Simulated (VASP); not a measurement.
# Al15N16 (a cell with a defect) in VASP: notebook

One crystal, Al15N16 (a cell with a defect), is run at these levels: PBEsol, HSE06; tasks: single point.

Program: VASP 6.6.1. These are calculated values, not measurements. Logs are shortened: lines on timing, memory, paths and dates and some standing lists are left out, and cuts for length are marked.

### Step 1. The crystal as given

The cell holds a defect, 31 atoms: a = 6.220 Å, b = 6.220 Å, c = 9.960 Å, α = 90.00°, β = 90.00°, γ = 120.00°.

### Step 2. Single point, PBEsol, collinear spin, ferromagnetic start

INCAR reads:

```
PREC = Accurate ; ENCUT = 450
EDIFF = 1E-5 ; ISMEAR = 0
SIGMA = 0.03 ; LREAL = Auto
LASPH = T ; NELM = 120
ALGO = Normal ; ISIF = 2
LWAVE = F ; LCHARG = F
ISPIN = 2 ; MAGMOM = 0 0 0 0 0 0 0 0 0 0 0 0 0 0 0 0.25 0 0 0 0 0 0 0 0 0.25 0 0.25 0 0.25 0 0
LORBIT = 11 ; NUPDOWN = 1
GGA = PS ; ISYM = 0
KPAR = 4
```

KPOINTS reads:

```
regular mesh
0
Gamma
  3 3 2
```

POSCAR reads:

```
Al15N16                                 
1.0
    6.2200008610      0.0000000000      0.0000000000
   -3.1100004305      5.3866787572      0.0000000000
    0.0000000000      0.0000000000      9.9600000000
  Al              N             
    15    16
Direct
     0.3331146716476620    0.1651624226357649    0.4992036955342257
     0.3392718262944857    0.6680966857561510    0.0027638012545474
     0.3343727958764507    0.6656886869166295    0.4995576936245865
     0.8306034543684866    0.1591889001244067    0.0027511201565806
     0.8326442102778702    0.1639747378117715    0.4994732988780932
     0.8302961987175812    0.6680228571805436    0.0027242574036790
     0.8326346164869615    0.6657497186046452    0.4994474716670167
     0.1634501233778597    0.3340587411157794    0.2494008668442960
     0.1667264940771656    0.3326975984112043    0.7489037784559052
     0.1632837058309857    0.8259591364212903    0.2493081088320908
     0.1666362419976589    0.8313232850722756    0.7489479368515667
     0.6710167381429393    0.3337822702716947    0.2492944197004784
     0.6683310930179590    0.3326920231956035    0.7487466948451159
     0.6661770558076190    0.8313660973657954    0.2517891150681876
     0.6672438709734577    0.8322507838000927    0.7484818012526707
     0.3323936178018934    0.1645015141116410    0.2149706527596212
     0.3338275325894412    0.1655774558886288    0.6912868878879729
     0.3345264892425262    0.6655565737764942    0.1922414284398009
     0.3350940241169227    0.6662311248941170    0.6882531394354927
     0.8318823210867649    0.1629714514162173    0.1921762338775482
     0.8332937263808310    0.1641334170422231    0.6881108869736201
     0.8316867050114539    0.6652998415391820    0.1921512111888124
     0.8332221473889933    0.6662635383450548    0.6881692270442415
     0.1660188582320353    0.3322719286495208    0.4409073220963176
     0.1499584505070383    0.3487466300923104    0.9360178420016527
     0.1659845585567727    0.8309375941168652    0.4408855285188899
     0.1499252923928163    0.7982595701742295    0.9361057400744924
     0.6673336804129617    0.3321602255918453    0.4409713439594812
     0.7008625128749634    0.3487818105160730    0.9359115460579177
     0.6665200854081090    0.8317748753467532    0.4404132058756510
     0.6667399011013400    0.8319005038151936    0.9403157434394418
```

Potentials or basis: VASP PAW PBE potentials, release 64 (Al, N).

Launch:

```console
$ cat potpaw_PBE.64/Al/POTCAR potpaw_PBE.64/N/POTCAR > POTCAR
$ mpirun -np 4 vasp_std > vasp.out
```

OUTCAR:

```text
PREC = Accurate
   ENCUT = 450
   EDIFF = 1E-5
   ISMEAR = 0
   LREAL = Auto
   LASPH = T
   NELM = 120
   ISIF = 2
   ISPIN = 2
   LORBIT = 11
   NUPDOWN = 1
   GGA = PS
   ISYM = 0

 ion  position               nearest neighbor table
   1  0.333  0.165  0.499-  28 1.89  24 1.89  26 1.89  17 1.91   9 3.07  11 3.07  13 3.07  12 3.08
                             8 3.08  10 3.09   5 3.11   3 3.11   7 3.11   7 3.11   3 3.11   5 3.11
   2  0.339  0.668  0.003-  25 1.85  27 1.85  31 1.87  18 1.89  14 3.04  10 3.04   8 3.05   6 3.05
                             4 3.06  15 3.09   9 3.11  11 3.11   4 3.16   6 3.17
   3  0.334  0.666  0.500-  19 1.88  30 1.88  24 1.89  26 1.89  14 3.05  15 3.06   9 3.06  11 3.07
                            10 3.07   8 3.07   7 3.10   5 3.10   1 3.11   1 3.11   5 3.12   7 3.12
   4  0.831  0.159  0.003-  25 1.85  29 1.85  31 1.87  20 1.89   8 3.04  14 3.04  12 3.05   6 3.05
                             2 3.06  15 3.08   9 3.11  13 3.11   2 3.16   6 3.17
   5  0.833  0.164  0.499-  21 1.88  30 1.88  24 1.89  28 1.89  14 3.05  15 3.06   8 3.06  13 3.06
                            12 3.07   9 3.07   7 3.10   3 3.10   1 3.11   1 3.11   3 3.12   7 3.12
   6  0.830  0.668  0.003-  29 1.85  27 1.85  31 1.87  22 1.89  10 3.04  14 3.04  12 3.05   4 3.05
                             2 3.05  15 3.09  13 3.11  11 3.11   2 3.17   4 3.17
   7  0.833  0.666  0.499-  23 1.88  30 1.88  26 1.89  28 1.89  14 3.05  15 3.06  10 3.06  13 3.06
                            12 3.07  11 3.07   5 3.10   3 3.10   1 3.11   1 3.11   3 3.12   5 3.12
   8  0.163  0.334  0.249-  16 1.86  18 1.87  20 1.88  24 1.91   4 3.04   2 3.05  10 3.06  12 3.06
                             5 3.06   3 3.07   1 3.08  14 3.11  14 3.11  12 3.16  10 3.16
   9  0.167  0.333  0.749-  25 1.87  17 1.89  21 1.90  19 1.90   3 3.06   5 3.07   1 3.07  13 3.10
[... 15 lines left out ...]
  18  0.335  0.666  0.192-   8 1.87  10 1.88  14 1.88   2 1.89
  19  0.335  0.666  0.688-   3 1.88  15 1.89   9 1.90  11 1.90
  20  0.832  0.163  0.192-   8 1.88  12 1.88  14 1.88   4 1.89
  21  0.833  0.164  0.688-   5 1.88  15 1.89  13 1.90   9 1.90
  22  0.832  0.665  0.192-  12 1.87  10 1.88  14 1.88   6 1.89
  23  0.833  0.666  0.688-   7 1.88  15 1.89  11 1.90  13 1.90
  24  0.166  0.332  0.441-   5 1.89   3 1.89   1 1.89   8 1.91
  25  0.150  0.349  0.936-   2 1.85   4 1.85   9 1.87
  26  0.166  0.831  0.441-   7 1.89   3 1.89   1 1.89  10 1.91
  27  0.150  0.798  0.936-   2 1.85   6 1.85  11 1.87
  28  0.667  0.332  0.441-   5 1.89   7 1.89   1 1.89  12 1.91
  29  0.701  0.349  0.936-   6 1.85   4 1.85  13 1.87
  30  0.667  0.832  0.440-  14 1.88   7 1.88   3 1.88   5 1.88
  31  0.667  0.832  0.940-   4 1.87   6 1.87   2 1.87  15 1.91

IMPORTANT INFORMATION: All symmetrisations will be switched off!
NOSYMM: (Re-)initialisation of all symmetry stuff for point group C_1.

----------------------------------------------------------------------------------------

                                     Primitive cell

[... 186 lines left out ...]
 cond. band min:       5.6730948308   @ k =   0.3333   0.0000   0.5000
 fundamental gap:     -0.1125433665
 Fermi energy:         5.6712127965

 spin component 1

 k-point     1 :       0.0000    0.0000    0.0000
  band No.  band energies     occupation
      1      -9.7032      1.00000
      2      -8.8782      1.00000
      3      -8.7662      1.00000
      4      -7.7453      1.00000
      5      -7.7431      1.00000
      6      -7.6779      1.00000
[... 759 lines left out ...]
     73      12.5839      0.00000
     74      12.6806      0.00000
 Fermi energy:         5.9074282965

 spin component 2

 k-point     1 :       0.0000    0.0000    0.0000
  band No.  band energies     occupation
      1      -9.6631      1.00000
      2      -8.8159      1.00000
      3      -8.7081      1.00000
      4      -7.7107      1.00000
      5      -7.7083      1.00000
      6      -7.6453      1.00000
[... 759 lines left out ...]
     73      12.6332      0.00000
     74      12.7004      0.00000
 [bands above 74 left out]

------------------------ aborting loop because EDIFF is reached ----------------------------------------

  FORCE on cell =-STRESS in cart. coord.  units (eV):
  Direction    XX          YY          ZZ          XY          YZ          ZX
  --------------------------------------------------------------------------------------
  -------------------------------------------------------------------------------------
  Total        2.4748042      2.5204795      4.7151711     -0.0092845     -0.0384128     -0.0529969
  in kB       11.8817542     12.1010455     22.6379544     -0.0445759     -0.1844235     -0.2544428
  external PRESSURE =      15.5402514 kB  Pullay stress =       0.0000000 kB

 VOLUME and BASIS-vectors are now :
 -----------------------------------------------------------------------------
  energy-cutoff  :      450.00
  volume of cell :      333.71
      direct lattice vectors                 reciprocal lattice vectors
     6.220000861  0.000000000  0.000000000     0.160771682  0.092821574  0.000000000
    -3.110000430  5.386678757  0.000000000     0.000000000  0.185643148  0.000000000
     0.000000000  0.000000000  9.960000000     0.000000000  0.000000000  0.100401606

 POSITION                                       TOTAL-FORCE (eV/Angst)
 -----------------------------------------------------------------------------------
      1.55832      0.88968      4.97207         0.005941     -0.001401     -0.304548
      0.03249      3.59882      0.02753         0.111147      0.066441      0.317146
      0.00951      3.58585      4.97559        -0.043812     -0.009933     -0.105330
      4.67128      0.85750      0.02740        -0.006290     -0.120250      0.313616
      4.66909      0.88328      4.97475        -0.002327      0.042728     -0.102129
      3.08689      3.59842      0.02713        -0.108518      0.067267      0.312463
[... 23 lines left out ...]
      1.55894      4.48050      4.38652        -0.002981     -0.003861      0.037625
      1.55991      4.48118      9.36554         0.004610     -0.010641     -0.089125
 -----------------------------------------------------------------------------------
    total drift:                                0.006928     -0.005519      0.074610

  FREE ENERGIE OF THE ION-ELECTRON SYSTEM (eV)
  ---------------------------------------------------
  free  energy   TOTEN  =      -236.8868305289 eV

  energy  without entropy=     -236.8758840915  energy(sigma->0) =     -236.88135731

 total charge

# of ion       s       p       d       tot
------------------------------------------
    1        0.366   0.438   0.000   0.804
    2        0.376   0.463   0.000   0.838
    3        0.371   0.449   0.000   0.820
    4        0.376   0.463   0.000   0.839
    5        0.372   0.449   0.000   0.821
    6        0.376   0.463   0.000   0.838
[... 23 lines left out ...]
   30        1.224   2.627   0.000   3.851
   31        1.225   2.624   0.000   3.849
--------------------------------------------------
tot         25.319  47.990   0.000  73.309

 magnetization (x)

# of ion       s       p       d       tot
------------------------------------------
    1        0.000   0.000   0.000   0.001
    2       -0.002  -0.002   0.000  -0.004
    3       -0.000   0.000   0.000   0.000
    4       -0.002  -0.002   0.000  -0.004
    5       -0.000   0.000   0.000   0.000
    6       -0.002  -0.002   0.000  -0.004
[... 23 lines left out ...]
   30       -0.000   0.000   0.000   0.000
   31        0.000   0.000   0.000   0.001
--------------------------------------------------
tot          0.013   0.659   0.000   0.672
```

OSZICAR:

```text
N       E                     dE             d eps       ncg     rms          rms(c)
DAV:   1     0.504929078337E+03    0.50493E+03   -0.54284E+04  3160   0.127E+03
DAV:   2    -0.216484400777E+03   -0.72141E+03   -0.70220E+03  4042   0.266E+02
[... 23 lines left out ...]
DAV:  26    -0.236887082975E+03    0.96936E-04   -0.13079E-03  3867   0.693E-02    0.293E-01
DAV:  27    -0.236887073253E+03    0.97222E-05   -0.10481E-04  3241   0.303E-02    0.244E-01
DAV:  28    -0.236887042840E+03    0.30413E-04   -0.18422E-04  2772   0.267E-02    0.229E-01
DAV:  29    -0.236886766658E+03    0.27618E-03   -0.81195E-04  4098   0.593E-02    0.829E-02
DAV:  30    -0.236886828741E+03   -0.62083E-04   -0.33873E-04  3721   0.383E-02    0.130E-01
DAV:  31    -0.236886830529E+03   -0.17876E-05   -0.80779E-05  3286   0.312E-02
   1 F= -.23688683E+03 E0= -.23688136E+03  d E =-.109464E-01  mag=     1.0000
```

stdout:

```text
POSCAR found type information on POSCAR AlN
 POSCAR found :  2 types and      31 ions
 scaLAPACK will be used
 -----------------------------------------------------------------------------
|                                                                             |
|                                                                             |
|     You enforced a specific xc type in the INCAR file but a different       |
|     I HOPE YOU KNOW WHAT YOU ARE DOING!                                     |
|                                                                             |
 -----------------------------------------------------------------------------

 LDA part: xc-table for (Slater+PW92), standard interpolation
 POSCAR, INCAR and KPOINTS ok, starting setup
 FFT: planning ... GRIDC
 FFT: planning ... GRID_SOFT
 FFT: planning ... GRID
 WAVECAR not read
 entering main loop
```

It took 6.1 min on 4 MPI ranks of Intel Xeon Platinum 8375C at 2.90GHz (Ice Lake), shared host; peak memory 0.68 GiB.

What came out:

```
Free energy                                           : -236.8868 eV
Largest force                                         : 0.355 eV/Å
Net moment                                            : 1.00 μB per cell
Site moments                                          : Al +0.00, -0.00; N +0.09, +0.01, -0.00, +0.00, +0.20 μB
Valence electrons inside the program's atomic spheres : Al 0.80, 0.84, 0.82, 0.83, 0.81; N 3.73, 3.83, 3.85, 3.84, 3.72, 3.71
```

Forces in eV/Å, atoms in the order of the input:
```
Al   0.006 -0.001 -0.305
Al   0.111  0.066  0.317
Al  -0.044 -0.010 -0.105
Al  -0.006 -0.120  0.314
Al  -0.002  0.043 -0.102
Al  -0.109  0.067  0.312
Al   0.038 -0.024 -0.093
Al   0.304 -0.173 -0.018
Al   0.012 -0.008 -0.179
Al   0.008  0.355 -0.013
Al   0.005  0.016 -0.180
Al  -0.297 -0.174 -0.007
Al  -0.026 -0.013 -0.175
Al  -0.005  0.005  0.020
Al  -0.014 -0.009 -0.054
N    0.009  0.000 -0.215
N    0.004 -0.003  0.047
N   -0.021 -0.005 -0.117
N    0.023  0.010  0.124
N    0.000  0.029 -0.105
N   -0.010 -0.024  0.133
N    0.026 -0.001 -0.107
N   -0.026  0.003  0.126
N   -0.086  0.052  0.152
N   -0.114  0.062  0.003
N    0.014 -0.113  0.148
N   -0.007 -0.137  0.006
N    0.090  0.054  0.133
N    0.115  0.067 -0.009
N   -0.003 -0.004  0.038
N    0.005 -0.011 -0.089
```

Caveat: the k mesh is coarse (spacing up to 0.39 Å⁻¹), so the values aren't converged; the cutoff is under 1.25 times the usual one of these potentials, so pressure, stress and relaxed cells hold a basis-set (Pulay) error; the PAW data sets were made with another functional, which shifts forces and pressure a little; the total moment is fixed, so each spin has its own Fermi level.

### Step 3. Single point, HSE06, collinear spin, ferromagnetic start

POSCAR is that of step 2.

INCAR.step1 reads:

```
PREC = Accurate ; ENCUT = 450
EDIFF = 1E-5 ; ISMEAR = 0
SIGMA = 0.03 ; LREAL = Auto
LASPH = T ; NELM = 70
ALGO = Normal ; ISIF = 2
LWAVE = T ; LCHARG = F
ISPIN = 2 ; MAGMOM = 0 0 0 0 0 0 0 0 0 0 0 0 0 0 0 0.75 0 0 0 0 0 0 0 0 0.75 0 0.75 0 0.75 0 0
LORBIT = 11 ; NUPDOWN = 3
ISYM = -1 ; TIME = 0.4
NKRED = 2 ; GGA = PE
KPAR = 2
```

INCAR.step2 reads:

```
PREC = Accurate ; ENCUT = 450
EDIFF = 1E-4 ; ISMEAR = 0
SIGMA = 0.03 ; LREAL = Auto
LASPH = T ; NELM = 70
ALGO = Damped ; ISIF = 2
LWAVE = F ; LCHARG = F
ISPIN = 2 ; MAGMOM = 0 0 0 0 0 0 0 0 0 0 0 0 0 0 0 0.75 0 0 0 0 0 0 0 0 0.75 0 0.75 0 0.75 0 0
LORBIT = 11 ; NUPDOWN = 3
GGA = PE ; LHFCALC = T
HFSCREEN = 0.2 ; PRECFOCK = Fast
ISYM = -1 ; TIME = 0.4
NKRED = 2 ; ISTART = 1
KPAR = 2
```

KPOINTS reads:

```
regular mesh
0
Gamma
  2 2 2
```

Potentials or basis: VASP PAW PBE potentials, release 64 (Al, N).

Launch:

```console
$ cat potpaw_PBE.64/Al/POTCAR potpaw_PBE.64/N/POTCAR > POTCAR
$ cp INCAR.step1 INCAR
$ mpirun -np 4 vasp_std > vasp.out
$ cp INCAR.step2 INCAR
$ mpirun -np 4 vasp_std > vasp.out
```

Wall time 9.3 min (4 MPI ranks of Intel Xeon Platinum 8375C at 2.90GHz (Ice Lake), shared host); peak memory 0.73 GiB.

Results (log left out):

```yaml
Free_energy: -267.5842 eV
Largest_force: 0.473 eV/Å
Net_moment: 3.00 μB per cell
Site_moments: Al +0.00, -0.01, -0.00; N +0.53, +0.02, -0.00, +0.01, +0.04, +0.47, +0.00 μB
Valence_electrons_inside_the_program's_atomic_spheres: Al 0.87, 0.91, 0.89, 0.88; N 3.75, 3.85, 3.88, 3.87, 3.86
```

Forces in eV/Å, atoms in the order of the input:
```
Al   0.007 -0.001  0.262
Al   0.006  0.008 -0.126
Al  -0.015  0.008  0.122
Al  -0.012  0.001 -0.130
Al  -0.002  0.009  0.126
Al  -0.003  0.003 -0.132
Al   0.010 -0.007  0.135
Al  -0.346  0.204  0.226
Al  -0.029  0.014 -0.081
Al   0.009 -0.396  0.231
Al   0.004 -0.032 -0.081
Al   0.355  0.203  0.238
Al   0.013  0.010 -0.074
Al  -0.006  0.005  0.109
Al  -0.014 -0.010 -0.033
N    0.011  0.003 -0.113
N    0.004 -0.004 -0.006
N   -0.004  0.005 -0.072
N    0.012  0.004 -0.030
N    0.001  0.011 -0.059
N   -0.011 -0.013 -0.020
N    0.010  0.009 -0.061
N   -0.016 -0.003 -0.027
N    0.068 -0.038 -0.217
N   -0.027  0.015  0.089
N    0.013  0.065 -0.223
N   -0.005 -0.038  0.089
N   -0.064 -0.035 -0.237
N    0.027  0.016  0.082
N   -0.003 -0.004 -0.121
N    0.005 -0.011  0.134
```

Caveat: the k mesh is coarse (spacing up to 0.58 Å⁻¹), so the values aren't converged, least of all with exact exchange; the cutoff is under 1.25 times the usual one of these potentials, so pressure, stress and relaxed cells hold a basis-set (Pulay) error; the PAW data sets were made with another functional, which shifts forces and pressure a little; the total moment is fixed, so each spin has its own Fermi level.
